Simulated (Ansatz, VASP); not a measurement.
# LiSe6: VASP beside Ansatz

```
Li Se
1.0
    -3.67103    3.67103    3.67103
     3.67103   -3.67103    3.67103
     3.67103    3.67103   -3.67103
Li Se
1 6
Direct
  0.00000 0.00000 0.00000
  0.00000 0.65176 0.65176
  0.00000 0.34824 0.34824
  0.65176 0.00000 0.65176
  0.34824 0.00000 0.34824
  0.65176 0.65176 0.00000
  0.34824 0.34824 0.00000
```

Alike in both runs: functional PBE; k mesh 8 × 8 × 8; occupations gaussian, width 0.1 eV; no spin polarisation.

Ansatz relaxed the structure, and its values are those at the end. VASP's run is a single point on that final structure, the one shown.

```csv
,VASP,Ansatz
version,VASP 6.6.1,Ansatz 0.2.0
potentials or method,"VASP PAW PBE potentials, release 64 (Li_sv, Se)","scalar-relativistic, plane waves, PAW"
plane-wave cutoff (eV),520,420
valence electrons in the cell,39,99
```

```tsv
	VASP	Ansatz	Ansatz less VASP
gap on the k mesh at the Fermi level (eV)	none	none	-
rms of the force components (eV/Å)	0.019	0.004	-0.0146
```

A gap of «none» marks a metal or a gap that the smearing closes. The two sets of potentials don't hold the same shells in valence.
